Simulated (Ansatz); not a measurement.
Yb under changes of volume

One of the cells (39.836 Å³/atom); the others are scaled copies at fixed shape and fractional positions:

```
Yb
1.0
    -2.15148    2.15148    2.15148
     2.15148   -2.15148    2.15148
     2.15148    2.15148   -2.15148
Yb
1
Direct
  0.00000 0.00000 0.00000
```

This isn't the form of Yb at room conditions, which is fcc.

| Property | Result |
| --- | --- |
| Program | Ansatz 0.2.0 |
| Functional | LDA |
| Potentials or basis | all-electron LAPW, scalar-relativistic |
| Cutoff | 185 eV (chosen from the basis error) |
| Basis error allowed | 0.001 eV/atom |
| k mesh | 9 × 9 × 9 |
| Occupations | fermi-dirac, width 0.05 eV |
| Spin | collinear spin, ferromagnetic start |
| Starting moments | [1.0] μB |

| volume (Å³/atom) | energy over the lowest point (meV/atom) | pressure (GPa) |
| --- | --- | --- |
| 37.446 | 0.00 | -4.2 |
| 38.242 | 21.20 | -4.4 |
| 39.039 | 43.17 | -4.5 |
| 39.836 | 65.81 | -4.6 |
| 40.633 | 89.02 | -4.7 |
| 41.429 | 112.71 | -4.8 |
| 42.226 | ? | ? |

Task: What does the run at 42.226 Å³/atom give?

Result: Energy over the lowest point 136.80 meV/atom; pressure -4.9 GPa.

Worked out: A Birch-Murnaghan fit of order 3 (a polynomial in V^(-2/3)) to the other rows has no minimum within the range. It gives 136.87 meV/atom at 42.226 Å³/atom, against the run's 136.80, and -dE/dV = -4.9 GPa, against -4.9.

Energies are extrapolated to zero smearing.

Caveats: an open f shell can end in a state above the lowest; the starting moments weren't kept.
